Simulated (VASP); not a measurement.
A run of VASP 6.6.1:

File INCAR:

```
SYSTEM = LiCl
ALGO = Fast
EDIFF = 1E-6
ENCUT = 520
GGA = PE
ISIF = 2
ISMEAR = 0
LASPH = .True.
LCHARG = .False.
LREAL = .False.
LWAVE = .False.
NBANDS = 12
NELM = 80
PREC = Accurate
SIGMA = 0.02
```

File KPOINTS:

```
k-points
0
Gamma
  8 8 8
  0 0 0
```

POSCAR

```
LiCl
1.0
    0.0000000000      2.7578175395      2.7578175395
    2.7578175395      0.0000000000      2.7578175395
    2.7578175395      2.7578175395      0.0000000000
Li Cl
1 1
Direct
    0.7500000000      0.7500000000      0.7500000000
    0.5000000000      0.5000000000      0.5000000000
```

Potentials or basis: VASP PAW PBE potentials, release 64 (Li_sv, Cl).

Command:

```bash
$ cat potpaw_PBE.64/Li_sv/POTCAR potpaw_PBE.64/Cl/POTCAR > POTCAR
$ mpirun -np 1 vasp_std > vasp.out
```

Hardware: 1 thread of Intel(R) Xeon(R) 6975P-C (Granite Rapids) (shared host).

**Question.** How long does it take, and how much memory?

**Answer.** It took 12 s on 1 thread of Intel(R) Xeon(R) 6975P-C (Granite Rapids) (shared host), peak memory 0.15 GiB. Counts: scf iterations 16, k points 29.
